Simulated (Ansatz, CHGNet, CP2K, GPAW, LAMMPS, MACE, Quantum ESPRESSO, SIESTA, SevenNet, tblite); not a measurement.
**Quantum ESPRESSO on liquid Al2O3 at 2500 K (95 atoms): settings compared**

How far do other settings of Quantum ESPRESSO move the forces in liquid Al2O3 at 2500 K (95 atoms)? One run of the same program serves as the yardstick.

Method: the method is named at each step, in Quantum ESPRESSO 7.5.

## Step 1: Starting point

The cell holds 95 atoms: 38 Al and 57 O. Its edges and angles: a = 10.461 Å, b = 10.461 Å, c = 10.461 Å, α = 90.0°, β = 90.0°, γ = 90.0°. 95 atoms (38 Al, 57 O) placed at random at 2.81 g/cm³, melted at 4500 K for 20 ps at fixed volume with the Morse and Coulomb pair potential with partial charges (Pedone, Malavasi, Menziani, Cormack and Segre, J. Phys. Chem. B 110, 11780 (2006)). Snapshot at the end of a hold of 20 ps at 2500 K and fixed volume.

The yardstick, on the same geometry:

* method: Kohn-Sham DFT, PBE, SSSP efficiency 1.3.0 pseudopotentials, plane waves (Quantum ESPRESSO 7.5); sssp-pbe-1.3.0-efficiency, cutoffs 60/480 Ry, Γ point
* r.m.s. force component: 2.806 eV/Å
* longest force: 14.18 eV/Å
* pressure: 4.765 GPa
* gap (highest filled to lowest empty level): 1.41 eV
* time: 3.1 min on 4 MPI ranks of Arm Neoverse V2, shared host
* CPU time: 12 min

## Step 2: PBE, sssp-1.3.0-efficiency, 35/280 Ry

Method: Kohn-Sham DFT, PBE, SSSP efficiency 1.3.0 pseudopotentials, plane waves.

Contents of pw.in:

```
&control
  calculation = 'scf'
  pseudo_dir = './pseudo'
  outdir = './tmp'
  disk_io = 'none'
  tprnfor = .true.
  tstress = .true.
/
&system
  ibrav = 0
  nat = 95
  ntyp = 2
  ecutwfc = 35
  ecutrho = 280
  nosym = .true.
  occupations = 'smearing'
  smearing = 'fd'
  degauss = 0.003675
/
&electrons
  conv_thr = 4.8e-07
  electron_maxstep = 100
  mixing_beta = 0.4
  mixing_mode = 'plain'
  diagonalization = 'david'
/
ATOMIC_SPECIES
Al 26.982 Al.upf
O 15.999 O.upf
CELL_PARAMETERS angstrom
10.46110 0.00000 0.00000
0.00000 10.46110 0.00000
0.00000 0.00000 10.46110
ATOMIC_POSITIONS crystal
Al 0.31092 0.51954 0.21712
Al 0.72508 0.71464 0.51916
Al 0.26028 0.24210 0.79901
Al 0.88878 0.06937 0.19112
Al 0.90041 0.62339 0.28648
Al 0.68242 0.21330 0.99994
Al 0.70029 0.39764 0.17473
Al 0.88722 0.30090 0.84609
Al 0.67418 0.86242 0.28690
Al 0.66824 0.48780 0.73504
Al 0.82751 0.98856 0.88671
Al 0.10574 0.71448 0.45568
Al 0.06069 0.38405 0.60796
Al 0.71132 0.16131 0.29101
Al 0.48339 0.41899 0.94898
Al 0.10918 0.99850 0.34860
Al 0.96809 0.15614 0.54675
Al 0.21492 0.87924 0.64562
Al 0.16972 0.24799 0.24853
Al 0.52350 0.92503 0.08701
Al 0.19263 0.53841 0.85032
Al 0.38214 0.15450 0.04421
Al 0.27903 0.85572 0.91037
Al 0.40429 0.66326 0.73649
Al 0.35397 0.35611 0.55683
Al 0.10780 0.04185 0.99357
Al 0.07742 0.69380 0.03171
Al 0.63458 0.98000 0.53319
Al 0.80349 0.73535 0.02785
Al 0.59718 0.74641 0.85087
Al 0.06507 0.44710 0.37906
Al 0.92781 0.87977 0.61762
Al 0.59628 0.19822 0.72938
Al 0.91061 0.57390 0.77123
Al 0.74312 0.41029 0.45198
Al 0.49851 0.58581 0.49429
Al 0.34268 0.84513 0.35635
Al 0.42871 0.13587 0.34358
O 0.32855 0.00307 0.39111
O 0.18888 0.25679 0.63664
O 0.42985 0.24662 0.66374
O 0.64649 0.35113 0.68770
O 0.39600 0.97644 0.04057
O 0.31435 0.18043 0.18480
O 0.16529 0.82429 0.34898
O 0.08012 0.20734 0.36156
O 0.65031 0.91427 0.96641
O 0.63625 0.07520 0.65201
O 0.80979 0.44518 0.81825
O 0.60142 0.07753 0.38552
O 0.59301 0.83146 0.48154
O 0.49262 0.21991 0.93808
O 0.82101 0.63108 0.63804
O 0.03693 0.60830 0.35360
O 0.93132 0.96270 0.76538
O 0.18174 0.40529 0.25607
[... 35 atom lines left out ...]
O 0.31705 0.80579 0.55228
O 0.04404 0.47431 0.74946
O 0.25267 0.15125 0.94798
O 0.92510 0.98806 0.00654
K_POINTS gamma
```

On the command line:

```bash
> OMP_NUM_THREADS=1 mpirun -np 2 pw.x -in pw.in > output.txt
```

Output:

```text
Program PWSCF
     gamma-point specific algorithms are used
     Parallelization info
     sticks:   dense  smooth     PW     G-vecs:    dense   smooth      PW
     Min        4358    2185    546               305730   108099   13539
     Max        4359    2188    547               305731   108100   13542
     Sum        8717    4373   1093               611461   216199   27081
     bravais-lattice index     =            0
     lattice parameter (alat)  =      19.7686  a.u.
     unit-cell volume          =    7725.5367 (a.u.)^3
     number of atoms/cell      =           95
     number of atomic types    =            2
     number of electrons       =       456.00
     number of Kohn-Sham states=          274
     kinetic-energy cutoff     =      35.0000  Ry
     charge density cutoff     =     280.0000  Ry
     scf convergence threshold =      4.8E-07
     mixing beta               =       0.4000
     number of iterations used =            8  plain     mixing
     Exchange-correlation= SLA  PW   PBX  PBC
                           (   1   4   3   4   0   0   0)
     crystal axes: (cart. coord. in units of alat)
               a(1) = (   1.000000   0.000000   0.000000 )
               a(2) = (   0.000000   1.000000   0.000000 )
               a(3) = (   0.000000   0.000000   1.000000 )
     reciprocal axes: (cart. coord. in units 2 pi/alat)
               b(1) = (  1.000000  0.000000  0.000000 )
               b(2) = (  0.000000  1.000000  0.000000 )
               b(3) = (  0.000000  0.000000  1.000000 )
     PseudoPot. # 1 for Al:
     Pseudo is Projector augmented-wave + core cor, Zval =  3.0
     PseudoPot. # 2 for O :
     Pseudo is Projector augmented-wave + core cor, Zval =  6.0
     atomic species   valence    mass     pseudopotential
     Al                3.00    26.98200     Al( 1.00)
     O                 6.00    15.99900     O ( 1.00)
     No symmetry found
   Cartesian axes
     number of k points=     1  Fermi-Dirac smearing, width (Ry)=  0.0037
                       cart. coord. in units 2pi/alat
        k(    1) = (   0.0000000   0.0000000   0.0000000), wk =   2.0000000
     Dense  grid:   305731 G-vectors     FFT dimensions: ( 108, 108, 108)
     Smooth grid:   108100 G-vectors     FFT dimensions: (  75,  75,  75)
     Check: negative core charge=   -0.000001
     Initial potential from superposition of free atoms
     starting charge     455.9129, renormalised to     456.0000
     Starting wfcs are  380 randomized atomic wfcs
     Self-consistent Calculation
     iteration #  1     ecut=    35.00 Ry     beta= 0.40
     total energy              =   -3876.18043728 Ry
     estimated scf accuracy    <      28.31133996 Ry
     iteration #  2     ecut=    35.00 Ry     beta= 0.40
     total energy              =   -3882.77495798 Ry
     estimated scf accuracy    <       1.55008729 Ry
     iteration #  3     ecut=    35.00 Ry     beta= 0.40
     total energy              =   -3882.86887688 Ry
     estimated scf accuracy    <       0.43144490 Ry
     iteration #  4     ecut=    35.00 Ry     beta= 0.40
     total energy              =   -3882.89992605 Ry
     estimated scf accuracy    <       0.13096995 Ry
     iteration #  5     ecut=    35.00 Ry     beta= 0.40
     total energy              =   -3882.91386132 Ry
     estimated scf accuracy    <       0.02270091 Ry
     iteration #  6     ecut=    35.00 Ry     beta= 0.40
     total energy              =   -3882.91474457 Ry
     estimated scf accuracy    <       0.00354546 Ry
     iteration #  7     ecut=    35.00 Ry     beta= 0.40
     total energy              =   -3882.91582899 Ry
     estimated scf accuracy    <       0.00055283 Ry
     iteration #  8     ecut=    35.00 Ry     beta= 0.40
     total energy              =   -3882.91584523 Ry
     estimated scf accuracy    <       0.00011944 Ry
     iteration #  9     ecut=    35.00 Ry     beta= 0.40
     total energy              =   -3882.91588190 Ry
     estimated scf accuracy    <       0.00001330 Ry
     iteration # 10     ecut=    35.00 Ry     beta= 0.40
     total energy              =   -3882.91588452 Ry
     estimated scf accuracy    <       0.00000149 Ry
     iteration # 11     ecut=    35.00 Ry     beta= 0.40
     total energy              =   -3882.91588492 Ry
     estimated scf accuracy    <       0.00000060 Ry
     iteration # 12     ecut=    35.00 Ry     beta= 0.40
     End of self-consistent calculation
          k = 0.0000 0.0000 0.0000 ( 13541 PWs)   bands (ev):
   -15.6302 -15.2185 -15.1502 -14.9902 -14.7714 -14.6165 -14.4682 -14.4401
   -14.3395 -14.3038 -14.1378 -14.1153 -14.0570 -14.0048 -13.9383 -13.8196
   -13.7243 -13.6543 -13.6256 -13.4197 -13.3165 -13.2884 -13.2506 -13.1924
   -13.1250 -13.0908 -13.0196 -12.9939 -12.9499 -12.9038 -12.8512 -12.8088
   -12.7533 -12.7338 -12.7201 -12.6729 -12.5867 -12.4957 -12.4778 -12.3841
   -12.3422 -12.3247 -12.1941 -12.0616 -11.9987 -11.9525 -11.8798 -11.8435
   -11.8095 -11.6952 -11.6335 -11.4754 -11.3879 -11.2719 -11.0970 -11.0824
   -10.3100  -2.8782  -2.8349  -2.5916  -2.5118  -2.4065  -2.2753  -2.2219
    -2.1049  -1.9972  -1.8890  -1.8550  -1.7880  -1.7112  -1.6879  -1.6264
    -1.5841  -1.5425  -1.4920  -1.2419  -1.2056  -1.1930  -1.1700  -1.0681
    -1.0372  -1.0088  -0.9428  -0.8814  -0.8167  -0.8073  -0.7403  -0.7197
    -0.6741  -0.6670  -0.5957  -0.5505  -0.5370  -0.3658  -0.3558  -0.3217
[...]
8.3866   8.6056   8.7828   8.9611   9.1019   9.2137   9.2940   9.3566
     9.4707   9.5994   9.7019   9.7770   9.8437   9.9065  10.1194  10.2098
    10.2840  10.2930  10.4044  10.4182  10.4811  10.5703  10.8013  10.8566
    10.8720  10.9631  11.0081  11.0359  11.1356  11.2270  11.2591  11.3835
    11.4275  11.4745  11.5262  11.6639  11.7525  11.8331  11.8720  11.9783
    12.0491  12.1093
     the Fermi energy is     5.6656 ev
!    total energy              =   -3882.91588504 Ry
     total all-electron energy =    -27040.614452 Ry
     estimated scf accuracy    <       0.00000003 Ry
     smearing contrib. (-TS)   =      -0.00000020 Ry
     internal energy E=F+TS    =   -3882.91588483 Ry
     The total energy is F=E-TS. E is the sum of the following terms:
     one-electron contribution =    -886.40728444 Ry
     hartree contribution      =     724.10847066 Ry
     xc contribution           =    -531.20137352 Ry
     ewald contribution        =   -1329.78669510 Ry
     one-center paw contrib.   =   -1859.62900243 Ry
     convergence has been achieved in  12 iterations
     Forces acting on atoms (cartesian axes, Ry/au):
     atom    1 type  1   force =     0.05431037   -0.01312162    0.00547908
     atom    2 type  1   force =     0.03153362    0.00283772    0.06620998
     atom    3 type  1   force =     0.03545583    0.00768991   -0.06779839
     atom    4 type  1   force =     0.20135550    0.00444189   -0.21769648
     atom    5 type  1   force =    -0.06627795   -0.09351018   -0.33359449
     atom    6 type  1   force =    -0.12886892   -0.08737727    0.14238592
     atom    7 type  1   force =     0.13387732    0.09515256   -0.01748439
     atom    8 type  1   force =     0.08519395   -0.08071866   -0.01844921
     atom    9 type  1   force =    -0.09434394    0.00296590    0.13117227
     atom   10 type  1   force =     0.00850697    0.31068892    0.12632348
     atom   11 type  1   force =    -0.13627436    0.00522380   -0.08163459
     atom   12 type  1   force =     0.08280694   -0.05266352    0.03553002
[...]
atom   91 type  2   force =    -0.04678161   -0.11392241   -0.08591277
     atom   92 type  2   force =     0.10154059   -0.06522461   -0.09732789
     atom   93 type  2   force =     0.10389487    0.00808995    0.03201194
     atom   94 type  2   force =    -0.14626245   -0.01215792   -0.07691523
     atom   95 type  2   force =     0.10116692    0.03282859    0.21107535
     Total force =     1.841942     Total SCF correction =     0.000290
     Computing stress (Cartesian axis) and pressure
          total   stress  (Ry/bohr**3)                   (kbar)     P=      -65.62
  -0.00052635   0.00007415   0.00008717          -77.43       10.91       12.82
   0.00007415  -0.00053478   0.00025185           10.91      -78.67       37.05
   0.00008717   0.00025185  -0.00027712           12.82       37.05      -40.77
     Message from routine punch:
     Nothing written, as per user request (disk_io='none')
```

It took 3.1 min on 2 MPI ranks of Arm Neoverse V2, shared host; peak memory 1.8 GiB.

Banners, paths, timers and routine set-up lines are dropped from the logs unmarked, and long logs keep their key lines alone; longer cuts are marked.

Compared with the plane-wave run:

| Item | Value |
| --- | --- |
| r.m.s. force component | 2.805 eV/Å |
| r.m.s. difference of force components | 10.03 meV/Å |
| longest difference of force vectors | 34.4 meV/Å |
| force difference over r.m.s. force | 0.3574 % |
| slope of forces against the reference's | 0.9997 |
| correlation of force components | 1 |
| gap (highest filled to lowest empty level) | 1.402 eV |
| gap difference | -0.0086 eV |
| pressure | -6.562 GPa |
| pressure difference | -11.33 GPa |
| energy less the same-level run's | 123.5 meV/atom |
| r.m.s. force difference from the same-level run | 10.03 meV/Å |

This is a coarse setting, run to see what it loses.

Length of the force difference by element (eV/Å):

```csv
element,atoms,mean,most
Al,38,0.0067,0.011
O,57,0.020,0.034
```

Levels nearest the highest filled one (eV from it): -0.86, -0.78, -0.73, -0.61, -0.55, -0.42, -0.39, -0.35, -0.19, -0.14, -0.10, 0.00, 1.40, 2.67, 2.88, 3.36, 3.43, 3.65, 3.82, 4.00, 4.14, 4.25, 4.33, 4.40.

Local excerpt of 11 atoms (numbers count through the whole input) about O44, picked at random; x, y, z are measured from there.

```csv
atom,x,y,z,distance (Å),bonds,Fx,Fy,Fz (eV/Å)
O44,0.00,0.00,0.00,0.00,3,-1.19,0.90,3.63
Al22,0.71,-0.27,-1.47,1.66,5,3.30,-3.31,-0.37
Al19,-1.51,0.71,0.67,1.80,3,4.90,-1.83,-4.03
Al38,1.20,-0.47,1.66,2.10,4,0.24,-1.77,-0.75
O94,-0.65,-0.31,-2.48,2.58,3,-3.76,-0.31,-1.98
O90,0.68,0.92,2.43,2.69,2,-0.62,2.94,0.52
O43,0.85,-2.13,-1.51,2.75,3,-9.10,3.71,-4.03
O56,-1.39,2.35,0.75,2.83,3,0.09,4.01,-0.26
O39,0.15,-1.86,2.16,2.85,3,-1.31,2.58,-0.49
O74,2.80,-0.63,-0.54,2.92,4,0.76,-0.33,0.76
O77,-2.51,-1.55,0.23,2.96,3,-2.87,1.91,-6.91
```

Forces lie 0.36 % from the reference's, at 0.50 times its CPU time (on 2 against 4 cores).

The difference per atom is largest on O (0.020 eV/Å on average, against 0.0067 on Al).

Within one program, basis, potentials and functional, energies share a zero. Each run against its twin at the usual cutoff or grid and solver:

```csv
run,twin,Δ energy (meV/atom),"Δ force, r.m.s. (meV/Å)",CPU time over the twin's
"QE PBE, sssp-1.3.0-efficiency, 35/280 Ry","sssp-1.3.0-efficiency, 60/480 Ry",123,10.0,0.50 (this twin ran on 4 cores)
```

## Step 3: Outcome

| Property | Result |
| --- | --- |
| force difference from the reference | QE PBE, sssp-1.3.0-efficiency, 35/280 Ry (coarse), 0.36 % |
| its CPU time | 6.2 min |

What this shows: Runs with settings chosen to be coarse differ by 0.36 % (QE PBE, sssp-1.3.0-efficiency, 35/280 Ry). PBE gaps agree with the reference's 1.41 eV within 0.009 eV. In pressure, QE PBE, sssp-1.3.0-efficiency, 35/280 Ry misses by -11.3 GPa, at the same functional; a cutoff this low leaves a large Pulay stress. The reference's pressure holds the uncorrected Pulay stress of its 60 Ry basis, so small pressure differences, and their order, may be the reference's own error. The frame stands for 2500 K, but pressures are static and levels are smeared at 580 K. The network of bonds at the start is that of the classical potential that made the cell, and needn't be the one that DFT or experiment would give. The reference's stress is far from hydrostatic: its diagonal is 3.6, 3.5, 7.3 GPa, compression counted positive. The electronic-structure runs sample only Γ, in a cell whose shortest periodic width is 10 Å.

[Also dropped from logs without a mark: logging warnings of Python, and SIESTA's first energy breakdown and zero terms.]

[Logs are printed without paths, hosts, clocks, repeated set-up lines and the standing remarks that a program may print on its own settings, such as how far it seeks lower states.]

[Hosts, paths, dates, database ids (printed as entryN), source tags and the programs' standing remarks are cut or masked in the printed files.]
